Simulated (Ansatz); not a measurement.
# GaN (P6_3mc) in Ansatz: a series of runs

Aim: see how the results for GaN move with the level of theory and the settings. Levels: LDA, PBE, RPBE+D3(BJ), RPBE+D4. Tasks: relaxation of cell and atoms, single point.

Program: Ansatz 0.2.0. These are calculated values, not measurements. Logs are shortened: lines on timing, memory, paths and dates and some standing lists are left out, and cuts for length are marked.

**Experimental background.**

From “Studying electronic properties in GaN without electrical contacts using γ-γ vs e−-γ Perturbed Angular Correlations”, 2019, pmc:6823545, for a bulk crystal of GaN: band gap 3.503 ± 0.005 eV (direct).

How close the calculation comes is told below.

### 1 The structure

It takes space group P6_3mc (No. 186, hexagonal). Conventional cell: a = 3.180 Å, b = 3.180 Å, c = 5.166 Å, α = 90.00°, β = 90.00°, γ = 120.00°. Around Ga (site symmetry 3m) lie 4 N at 1.94 to 1.95 Å. Around N (site symmetry 3m) lie 4 Ga at 1.94 to 1.95 Å.

### 2 Relaxation of cell and atoms, LDA

input.yaml reads:

```yaml
crystal:
  lattice:
    - [3.18, 0.0, 0.0]
    - [-1.59, 2.753960784, 0.0]
    - [0.0, 0.0, 5.166]
  atoms:
    - { symbol: Ga, position: [0.6666666667, 0.3333333333, 0.5] }
    - { symbol: Ga, position: [0.3333333333, 0.6666666667, 0.0] }
    - { symbol: "N", position: [0.6666666667, 0.3333333333, 0.875] }
    - { symbol: "N", position: [0.3333333333, 0.6666666667, 0.375] }
hamiltonian:
  xc: lda
  pseudopotentials: { kind: paw }
kpoints:
  mp_grid: { grid: [10, 10, 5] }
scf:
  occupations: { method: fermi_dirac, width: 0.05 }
output:
  forces: true
  stress: true
relax:
  f_tol: 0.01
  max_steps: 40
  cell: { stress_tol: 0.05 }
```

Potentials or basis: Ansatz PAW.

On the command line:

```console
> ansatz run input.yaml --threads 2 --pin off --max-ram 5632MiB --backend cpu --events-out ev --progress --plain --runs-dir out
```

The log of the run:

```text
Warning: RAYON_NUM_THREADS=2 ignored (pool sized by the plan → 2); use --threads N
Engine: ansatz 0.2.0, x86_64-unknown-linux-gnu
Pseudopotentials: kind: paw
Pseudopotential: Ga, paw, valence charge 13, recommended cutoff 420 eV (normal), Ga.paw.azcp
Pseudopotential: N, paw, valence charge 5, recommended cutoff 420 eV (normal), N.paw.azcp
Functional definition: SPW92
  exchange = slater_x
  correlation = pw_c
Crystal: 4 atoms, lattice volume = 45.242 Å³
Basis set: ecut = 420 eV, 881 PW (Γ)
Bands: 22, of which v1, the nominal top of the filled ones, is band 18 counted from 1 (17 counted from 0)
Symmetry: 12 space group operations
Space group: P63mc (ITA 186), of the structure as read, at distance tolerance 3.6e-5 Å
k-points: 42 of 500 (time reversal used)
Non-local potential: Ga, projectors of the file, l = 0: 2, l = 1: 2, l = 2: 3, l = 3: 1
Non-local potential: N, projectors of the file, l = 0: 2, l = 1: 2, l = 2: 1
PAW form: soft (Blöchl's): semilocal exchange-correlation on the pseudo side does not see the compensation charge
PAW frozen core: Ga, regenerated for the run's functional, and the local potential with it (the file was generated under x = pbe(κ = 0.804, μ = 0.2195149727645171), c = pbe(β = 0.06672455060314922))
PAW frozen core: N, regenerated for the run's functional, and the local potential with it (the file was generated under x = pbe(κ = 0.804, μ = 0.2195149727645171), c = pbe(β = 0.06672455060314922))
PAW one-centre angular grid: Ga, 590 points (default); XC on 64 Gauss nodes
PAW one-centre angular grid: N, 110 points (default); XC on 64 Gauss nodes
Initial density: superposition of atomic densities (neutral atoms: chi_scale 0, normalization atom), corrected by the library's trained network
Initial wavefunctions: pseudopotential atomic-orbital guess
Functional: x = slater, c = lda
SCF iter   1: F=—  HF=-8164.196439 eV  |F-HF|=—  |Δ(HF+E_count)|=         —  Δρ=1.36e-2  dr2=7.98e-2  ethr=1.77e-3  ⟨swp⟩=5.0  Hψ=3719  notcnv=0
preconditioner: auto → Resta (q_TF=auto, 2.626 Å⁻¹)  ε∞=5.0  [insulator: Δε(μ)=1.867 eV  Ē_g=16.548 eV  σ=0.050 eV  W_gap=1.00  n_scr=22 (ndim 8)  ℏωp=33.1 eV  f_vac=0.008  D(μ)=0.00/eV (n_scr^D=0)  ε∞_Penn≈5.0]
SCF iter   2: F=—  HF=-8164.173982 eV  |F-HF|=—  |Δ(HF+E_count)|=   2.25e-2  Δρ=3.60e-3  dr2=3.34e-3  ethr=2.22e-4  ⟨swp⟩=2.3  Hψ=1732  notcnv=0
SCF iter   3: F=—  HF=-8164.173068 eV  |F-HF|=—  |Δ(HF+E_count)|=   9.14e-4  Δρ=1.63e-3  dr2=5.73e-4  ethr=9.28e-6  ⟨swp⟩=1.1  Hψ=936  notcnv=0
SCF iter   4: F=—  HF=-8164.172873 eV  |F-HF|=—  |Δ(HF+E_count)|=   1.94e-4  Δρ=1.25e-4  dr2=3.86e-6  ethr=1.59e-6  ⟨swp⟩=2.2  Hψ=1560  notcnv=0
SCF iter   5: F=—  HF=-8164.172873 eV  |F-HF|=—  |Δ(HF+E_count)|=   4.79e-7  Δρ=5.23e-5  dr2=8.18e-7  ethr=1.07e-8  ⟨swp⟩=2.0  Hψ=1582  notcnv=0
SCF iter   6: F=-8164.172872 eV  HF=-8164.172872 eV  |F-HF|=3.24e-9  |Δ(HF+E_count)|=   8.87e-7  Δρ=1.17e-5  dr2=6.85e-8  ethr=2.78e-10  ⟨swp⟩=3.0  Hψ=4216  notcnv=0
SCF 1 converged in 6 iterations: F = -8164.172872 eV  dr2 = 6.85e-8
relax step   1: F+E_penalty+E_count = -8164.17287206 eV  Δ(F+E_penalty+E_count) = +0.000e0 eV  max|allowed force component| = 1.261e-1 eV/Å  Δτ_max = 0.0000 Å  P = -4.459 GPa  Ω = 45.242 Å³  (6 SCF iters, dr2 threshold 1.00e-7 eV, accepted)
Crystal: 4 atoms, lattice volume = 44.619 Å³
Basis set: ecut = 420 eV, 869 PW (Γ)
Initial density: handed on by an earlier stage of this run
Initial wavefunctions: those handed on with the density
iter 1 solved again at ethr=1.02e-5 eV; its pass at ethr=3.10e-3 eV (dr2=3.67e-3 eV) is discarded
SCF iter   1: F=—  HF=-8164.189675 eV  |F-HF|=—  |Δ(HF+E_count)|=         —  Δρ=2.77e-3  dr2=3.77e-3  ethr=1.02e-5  ⟨swp⟩=2.3  Hψ=4654  notcnv=0
preconditioner: auto → Resta (q_TF=auto, 2.632 Å⁻¹)  ε∞=5.0  [insulator: Δε(μ)=2.083 eV  Ē_g=16.670 eV  σ=0.050 eV  W_gap=1.00  n_scr=22 (ndim 8)  ℏωp=33.4 eV  f_vac=0.005  D(μ)=0.00/eV (n_scr^D=0)  ε∞_Penn≈5.0]
SCF iter   2: F=—  HF=-8164.188601 eV  |F-HF|=—  |Δ(HF+E_count)|=   1.07e-3  Δρ=5.92e-4  dr2=1.52e-4  ethr=1.02e-5  ⟨swp⟩=2.0  Hψ=1172  notcnv=0
SCF iter   3: F=—  HF=-8164.188564 eV  |F-HF|=—  |Δ(HF+E_count)|=   3.63e-5  Δρ=3.38e-4  dr2=4.45e-5  ethr=4.23e-7  ⟨swp⟩=1.0  Hψ=924  notcnv=0
SCF iter   4: F=—  HF=-8164.188556 eV  |F-HF|=—  |Δ(HF+E_count)|=   7.77e-6  Δρ=7.63e-5  dr2=2.14e-6  ethr=1.23e-7  ⟨swp⟩=2.1  Hψ=1683  notcnv=0
SCF iter   5: F=-8164.188555 eV  HF=-8164.188555 eV  |F-HF|=4.39e-9  |Δ(HF+E_count)|=   1.56e-6  Δρ=3.07e-5  dr2=2.97e-7  ethr=1.11e-9  ⟨swp⟩=4.4  Hψ=3464  notcnv=0
SCF 2 converged in 5 iterations: F = -8164.188555 eV  dr2 = 2.97e-7
relax step   2: F+E_penalty+E_count = -8164.18855494 eV  Δ(F+E_penalty+E_count) = -1.568e-2 eV  max|allowed force component| = 9.267e-2 eV/Å  Δτ_max = 0.0002 Å  P = -1.784 GPa  Ω = 44.619 Å³  energy of the carried Pulay correction = +2.537e-3 eV  (5 SCF iters, dr2 threshold 4.00e-7 eV, accepted)
[... 36 lines left out ...]
SCF iter   5: F=—  HF=-8164.189205 eV  |F-HF|=—  |Δ(HF+E_count)|=   1.44e-9  Δρ=8.02e-7  dr2=2.11e-10  ethr=7.36e-12  ⟨swp⟩=2.1  Hψ=1537  notcnv=0
SCF iter   6: F=-8164.189205 eV  HF=-8164.189205 eV  |F-HF|=5.46e-12  |Δ(HF+E_count)|=  3.51e-10  Δρ=2.93e-7  dr2=1.35e-11  ethr=1.00e-12  ⟨swp⟩=4.4  Hψ=3434  notcnv=0
SCF 6 converged in 6 iterations: F = -8164.189205 eV  dr2 = 1.35e-11
relax step   6: F+E_penalty+E_count = -8164.18920536 eV  Δ(F+E_penalty+E_count) = +3.832e-3 eV  max|allowed force component| = 1.135e-4 eV/Å  Δτ_max = 0.0000 Å  P = -0.116 GPa  Ω = 44.230 Å³  stress off target by 1.26e-1 GPa  SCF on the basis re-selected at this cell (its energy is not comparable with the rows above)  (6 SCF iters)
basis re-selected at this cell: Δ(F+E_penalty+E_count) = +3.832e-3 eV, ΔP = -0.117 GPa vs the last step (what re-selecting the basis moved, of the pressure what is left beyond the Pulay correction that the steps carried, after the strain that the cell walked since its last selection, with what the two solves' SCF thresholds leave and, on support functions, any second-order correction that the steps lacked; it is no measure of the basis error at this ecutwfc). This SCF's stress stands 1.26e-1 GPa from its target on what of the cell is left free (relax.cell.stress_tol is 5.00e-2 GPa) and its largest allowed force component is 1.13e-4 eV/Å (relax.f_tol is 1.00e-2 eV/Å): not within both, so this SCF does not close the relaxation
Crystal: 4 atoms, lattice volume = 44.205 Å³
iter 1 solved again at ethr=1.76e-8 eV; its pass at ethr=3.10e-3 eV (dr2=6.34e-6 eV) is discarded
SCF iter   1: F=—  HF=-8164.189319 eV  |F-HF|=—  |Δ(HF+E_count)|=         —  Δρ=1.15e-4  dr2=6.42e-6  ethr=1.76e-8  ⟨swp⟩=2.2  Hψ=4585  notcnv=0
preconditioner: auto → Resta (q_TF=auto, 2.637 Å⁻¹)  ε∞=5.0  [insulator: Δε(μ)=2.130 eV  Ē_g=16.735 eV  σ=0.050 eV  W_gap=1.00  n_scr=22 (ndim 8)  ℏωp=33.5 eV  f_vac=0.006  D(μ)=0.00/eV (n_scr^D=0)  ε∞_Penn≈5.0]
SCF iter   2: F=—  HF=-8164.189317 eV  |F-HF|=—  |Δ(HF+E_count)|=   1.83e-6  Δρ=2.46e-5  dr2=2.57e-7  ethr=1.76e-8  ⟨swp⟩=2.0  Hψ=1169  notcnv=0
SCF iter   3: F=—  HF=-8164.189317 eV  |F-HF|=—  |Δ(HF+E_count)|=   5.85e-8  Δρ=1.40e-5  dr2=7.49e-8  ethr=1.10e-10  ⟨swp⟩=4.0  Hψ=3336  notcnv=0
SCF iter   4: F=-8164.189317 eV  HF=-8164.189317 eV  |F-HF|=9.62e-9  |Δ(HF+E_count)|=   1.12e-8  Δρ=3.54e-6  dr2=4.32e-9  ethr=1.10e-10  ⟨swp⟩=4.0  Hψ=3302  notcnv=0
SCF 7 converged in 4 iterations: F = -8164.189317 eV  dr2 = 4.32e-9
relax step   7: F+E_penalty+E_count = -8164.18931699 eV  Δ(F+E_penalty+E_count) = -1.116e-4 eV  max|allowed force component| = 1.767e-5 eV/Å  Δτ_max = 0.0000 Å  P = -0.001 GPa  Ω = 44.205 Å³  energy of the carried Pulay correction = +1.023e-4 eV  (4 SCF iters, dr2 threshold 3.96e-8 eV, accepted)
iter 1 solved again at ethr=2.62e-8 eV; its pass at ethr=3.10e-3 eV (dr2=9.45e-6 eV) is discarded
SCF iter   1: F=—  HF=-8164.189234 eV  |F-HF|=—  |Δ(HF+E_count)|=         —  Δρ=4.95e-6  dr2=5.02e-9  ethr=2.62e-8  ⟨swp⟩=3.1  Hψ=6508  notcnv=0
preconditioner: auto → Resta (q_TF=auto, 2.637 Å⁻¹)  ε∞=5.0  [insulator: Δε(μ)=2.129 eV  Ē_g=16.735 eV  σ=0.050 eV  W_gap=1.00  n_scr=22 (ndim 8)  ℏωp=33.5 eV  f_vac=0.006  D(μ)=0.00/eV (n_scr^D=0)  ε∞_Penn≈5.0]
SCF iter   2: F=—  HF=-8164.189230 eV  |F-HF|=—  |Δ(HF+E_count)|=   4.06e-6  Δρ=2.42e-6  dr2=1.23e-9  ethr=1.39e-11  ⟨swp⟩=2.1  Hψ=1681  notcnv=0
SCF iter   3: F=—  HF=-8164.189230 eV  |F-HF|=—  |Δ(HF+E_count)|=  4.64e-11  Δρ=1.39e-6  dr2=4.46e-10  ethr=3.43e-12  ⟨swp⟩=2.2  Hψ=1463  notcnv=0
SCF iter   4: F=-8164.189230 eV  HF=-8164.189230 eV  |F-HF|=9.09e-13  |Δ(HF+E_count)|=  1.38e-10  Δρ=2.59e-7  dr2=2.34e-11  ethr=1.00e-12  ⟨swp⟩=3.0  Hψ=3551  notcnv=0
SCF 8 converged in 4 iterations: F = -8164.189230 eV  dr2 = 2.34e-11
relax step   8: F+E_penalty+E_count = -8164.18923007 eV  Δ(F+E_penalty+E_count) = +8.693e-5 eV  max|allowed force component| = 1.829e-5 eV/Å  Δτ_max = 0.0000 Å  P = -0.003 GPa  Ω = 44.205 Å³  stress off target by 4.47e-3 GPa  SCF on the basis re-selected at this cell (its energy is not comparable with the rows above)  (4 SCF iters)
basis re-selected at this cell: Δ(F+E_penalty+E_count) = +8.693e-5 eV, ΔP = -0.002 GPa vs the last step (what re-selecting the basis moved, of the pressure what is left beyond the Pulay correction that the steps carried, after the strain that the cell walked since its last selection, with what the two solves' SCF thresholds leave and, on support functions, any second-order correction that the steps lacked; it is no measure of the basis error at this ecutwfc). This SCF's stress stands 4.47e-3 GPa from its target on what of the cell is left free (relax.cell.stress_tol is 5.00e-2 GPa) and its largest allowed force component is 1.83e-5 eV/Å (relax.f_tol is 1.00e-2 eV/Å): within both
SCF converged after 4 iterations
Free energy (F): -8164.189230 eV
Harris-Foulkes:  -8164.189230 eV  (|F-HF|=9.09e-13)
Internal energy: -8164.189230 eV  (E = F + TS)
E sigma→0 (E₀):  -8164.189230 eV
Fermi energy:    10.939418 eV
--- Per-component energies (eV) ---
  E_band       = -8.930465
  E_kinetic    = 496.116573
  E_local      = -3859.056306  (includes V_loc(G=0)·N_el)
  E_nonlocal   = 955.468713
  E_hartree    = 1774.925443
  E_xc         = -256.476029
  E_vxc        = -269.441489  (∫ρ·V_xc dr)
  E_paw        = -4070.213424  (= ΣΔE_a)
  E_vpaw       = -881.868840  (= ΣTr[D̂ρ^β])
  E_aug_tail   = 0.000032  (compensation charges beyond the density's cutoff)
  E_ewald      = -3208.571280
  E_core_change = 3.617048  (= ΣΔE_core)
  E_smearing   = -0.000000  (= −TS)
  E_closure    = -0.000000  (closes the sum)
  Σ components = -8164.189230   (vs F -8164.189230, Δ=0.00e0)
--- Forces (eV/Å), atoms counted from 1 ---
  atom   1  Ga     0.00000000     0.00000000     0.00001872
  atom   2  Ga     0.00000000     0.00000000     0.00001872
  atom   3  N     -0.00000000    -0.00000000    -0.00001785
  atom   4  N     -0.00000000    -0.00000000    -0.00001785
  max |Σ_I F_I| component: 1.74e-6 eV/Å
--- Stress (GPa, compression-positive) ---
       -0.004471       0.000000       0.000000
       -0.000000      -0.004471       0.000000
        0.000000       0.000000      -0.000539
  P = ⅓ Tr σ = -0.0032 GPa (-0.032 kbar)
--- Relaxed structure (6 steps of the walk, 6 accepted, 2 SCFs on fresh bases) ---
  F+E_penalty+E_count = -8164.18923007 eV   max|allowed force component| = 1.829e-5 eV/Å   (the final SCF, on the basis selected at the relaxed cell)
  cell:  # Å, volume = 44.2053 Å³
    - [3.1518102638519165, 5.216149017931241e-19, -5.818808189868027e-18]
    - [-1.5759051319259583, 2.729547756404294, 2.9094040949340136e-18]
    - [-9.452818587750507e-18, -4.483173440043771e-33, 5.138345244443612]
  atoms:
    - { symbol: Ga, position: [0.6666666666666665, 0.3333333333333333, 0.49929549852830774] }
    - { symbol: Ga, position: [0.3333333333333333, 0.6666666666666666, -0.0007045014716922991] }
    - { symbol: N, position: [0.6666666666666665, 0.3333333333333333, 0.8757045014716923] }
    - { symbol: N, position: [0.3333333333333333, 0.6666666666666666, 0.3757045014716923] }
```

Wall time 26 s (2 threads of Intel Xeon at 2.50GHz (Skylake/Cascade Lake), shared host); peak memory 0.39 GiB.

Results:

| Property | Result |
| --- | --- |
| Free energy | -8164.1892 eV |
| Relaxed volume | 11.05 Å³/atom |
| Relaxed cell | a = 3.152 Å, b = 3.152 Å, c = 5.138 Å, α = 90.00°, β = 90.00°, γ = 120.00° |
| Space group after relaxing (to 0.05 Å) | P6_3mc (No. 186) |
| Energy gained by relaxing | 4.1 meV/atom |
| Ionic steps | 8 |
| Pressure after relaxing | 0.0 GPa |
| Band gap on the k mesh | 2.13 eV |

Step by step:
| step | energy change (eV) | largest force (eV/Å) | volume (Å³) |
| --- | --- | --- | --- |
| 1 | 0.0000 | 0.1261 | 45.24 |
| 2 | -0.0157 | 0.0927 | 44.62 |
| 3 | -0.0202 | 0.0351 | 44.20 |
| 4 | -0.0202 | 0.0180 | 44.22 |
| 5 | -0.0202 | 0.0004 | 44.23 |
| 6 | -0.0163 | 0.0001 | 44.23 |
| 7 | -0.0164 | 0.0000 | 44.21 |
| 8 | -0.0164 | 0.0000 | 44.21 |

Final structure:
```cif
data_structure
_symmetry_space_group_name_H-M 'P 1'
_symmetry_Int_Tables_number 1
_cell_length_a 3.1518
_cell_length_b 3.1518
_cell_length_c 5.1383
_cell_angle_alpha 90.000
_cell_angle_beta 90.000
_cell_angle_gamma 120.000
_cell_volume 44.21
loop_
_atom_site_label
_atom_site_type_symbol
_atom_site_fract_x
_atom_site_fract_y
_atom_site_fract_z
_atom_site_occupancy
Ga1 Ga 0.66667 0.33333 0.49930 1
Ga2 Ga 0.33333 0.66667 0.99930 1
N1 N 0.66667 0.33333 0.87570 1
N2 N 0.33333 0.66667 0.37570 1
```

Caveat: odd divisions of the mesh miss points on the zone boundary, where band edges often lie, so the gap on the mesh can be too wide; the plane-wave basis is chosen anew once the cell has moved, so the energies of steps on either side of that aren't comparable; the pressure holds a Pulay correction of +0.7 GPa for the finite cutoff; the PAW data sets come from PBE, with cores solved anew for the run's functional, which leaves a small shift of forces and pressure.

(Continued in part 2 of 2.)
